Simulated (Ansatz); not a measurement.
The system is Sn.

```
Sn
1.0
    -2.94014    2.94014    1.59930
     2.94014   -2.94014    1.59930
     2.94014    2.94014   -1.59930
Sn
2
Direct
  0.00000 0.00000 0.00000
  0.75000 0.25000 0.50000
```

```yaml
Program: Ansatz 0.2.0
Task: relaxation of cell and atoms
Functional: PBE
Potentials_or_basis: all-electron LAPW, scalar-relativistic
Basis_error_allowed: 0.001 eV/atom
k_mesh: 9 × 9 × 9
Occupations: fermi-dirac, width 0.05 eV
Spin: no spin polarisation
```

At the start: volume 27.65 Å³/atom.

Q: Where does the relaxation end?

A: Over 4 steps the energy falls by 3.4 meV/atom and the volume is 28.43 Å³/atom (+2.8 %); space group I4_1/amd (No. 141, to 0.05 Å).

The path:
```
step  energy change (eV)  largest force (eV/Å)  volume (Å³)
   1              0.0000                0.0000        55.30
   2             -0.0060                0.0000        57.39
   3             -0.0068                0.0000        56.87
   4             -0.0068                0.0000        56.87
```

Final structure:
```
CELL_PARAMETERS angstrom
-2.97181 2.97181 1.60970
2.97181 -2.97181 1.60970
2.97181 2.97181 -1.60970
ATOMIC_POSITIONS crystal
Sn 0.00000 0.00000 0.00000
Sn 0.75000 0.25000 0.50000
```
